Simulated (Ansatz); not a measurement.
AlSb (zinc blende)

```yaml
crystal:
  lattice:
    - [0.00000, 3.07852, 3.07852]
    - [3.07852, 0.00000, 3.07852]
    - [3.07852, 3.07852, 0.00000]
  atoms:
    - { symbol: Sb, position: [0.75000, 0.75000, 0.75000] }
    - { symbol: Al, position: [0.00000, 0.00000, 0.00000] }
```

The relaxed cell is deformed in two ways at once: its volume V is scaled, and at that volume it is stretched along z (the c axis of the conventional cell) so that c/a changes. Fractional atomic positions are held.

The numbers are results of PBEsol (plane waves to 420 eV, PAW, scalar-relativistic; Ansatz, an electronic-structure program), not measurements. k mesh 13×13×13 (Γ-centred), Fermi-Dirac smearing 0.05 eV. Compression counts positive. AlSb was relaxed with its symmetry unable to fall. Spin-orbit coupling is left out, though Sb is heavy.

Changes of P (GPa) from the point V/V₀ = 1.000, (c/a)/(c/a)₀ = 1.000 when one coordinate moves alone (two changes are said to add if the coupling is within 5 % of the smaller one, nearly so within 20 %):

```
point                               change
----------------------------------  ------
V/V₀ = 1.000, (c/a)/(c/a)₀ = 0.880  -0.340
V/V₀ = 1.000, (c/a)/(c/a)₀ = 0.940  -0.077
V/V₀ = 0.960, (c/a)/(c/a)₀ = 1.000   2.402
V/V₀ = 0.980, (c/a)/(c/a)₀ = 1.000   1.136
V/V₀ = 1.020, (c/a)/(c/a)₀ = 1.000  -1.019
V/V₀ = 1.040, (c/a)/(c/a)₀ = 1.000  -1.934
V/V₀ = 1.000, (c/a)/(c/a)₀ = 1.060  -0.060
V/V₀ = 1.000, (c/a)/(c/a)₀ = 1.120  -0.209
```

Problem. Do the two effects add at V/V₀ = 1.040, (c/a)/(c/a)₀ = 1.120? Give the computed change.

Solution. The sum of the single changes is -1.934 + (-0.209) = -2.143; the calculation gives -2.099, so the coupling contributes 0.044 (over 20 % of the smaller single change, not additive).

(A scan under strain: stresses follow from slopes of the energy per volume, elastic moduli from its curvatures.)
